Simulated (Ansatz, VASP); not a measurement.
Two plane-wave programs on Au

File INCAR:

```
ALGO = Normal ; EDIFF = 1E-7
ENCUT = 520 ; GGA = PE
ISIF = 2 ; ISMEAR = -1
LASPH = True ; LCHARG = False
LREAL = False ; LWAVE = False
NBANDS = 12 ; NELM = 60
PREC = Accurate ; SIGMA = 0.05
```

File KPOINTS:

```
k-points
0
Gamma
  11 11 11
```

Contents of POSCAR:

```
Au
1.0
   -1.6234376908      1.6234376908      1.6234376908
    1.6234376908     -1.6234376908      1.6234376908
    1.6234376908      1.6234376908     -1.6234376908
Au
1
Direct
    0.0000000000      0.0000000000      0.0000000000
```

input.yaml

```yaml
crystal:
  lattice:
    - [-1.6234376908, 1.6234376908, 1.6234376908]
    - [1.6234376908, -1.6234376908, 1.6234376908]
    - [1.6234376908, 1.6234376908, -1.6234376908]
  atoms:
    - { symbol: Au, position: [0.0, 0.0, 0.0] }
hamiltonian:
  xc: pbe
  pseudopotentials: { kind: paw }
kpoints:
  mp_grid: { grid: [11, 11, 11] }
scf:
  occupations: { method: fermi_dirac, width: 0.05 }
output:
  forces: true
  stress: true
  eigenvalues: true
  write_density: true
  write_potential: true
  elf: true
  volumetric_format: npy
```

Change from the starting cell: volume scaled by 0.94.

Alike in both runs: task single point; functional PBE; k mesh 11 × 11 × 11; occupations fermi-dirac, width 0.05 eV; no spin polarisation.

```csv
,VASP,Ansatz
version,VASP 6.6.1,Ansatz 0.2.0
potentials or method,"VASP PAW PBE potentials, release 64 (Au)",Ansatz PAW
plane-wave cutoff (eV),520,420
valence electrons in the cell,11,19
```

VASP gave:

| Property | Result |
| --- | --- |
| gap on the k mesh at the Fermi level (eV) | none |
| pressure (GPa) | 8.4 |

Task: What did Ansatz give for the same quantities?

Result: gap on the k mesh at the Fermi level (eV): none; pressure (GPa): 8.6.

A gap of «none» marks a metal or a gap that the smearing closes. The two sets of potentials don't hold the same shells in valence.

Spin-orbit coupling is left out, which matters for the levels of Au.
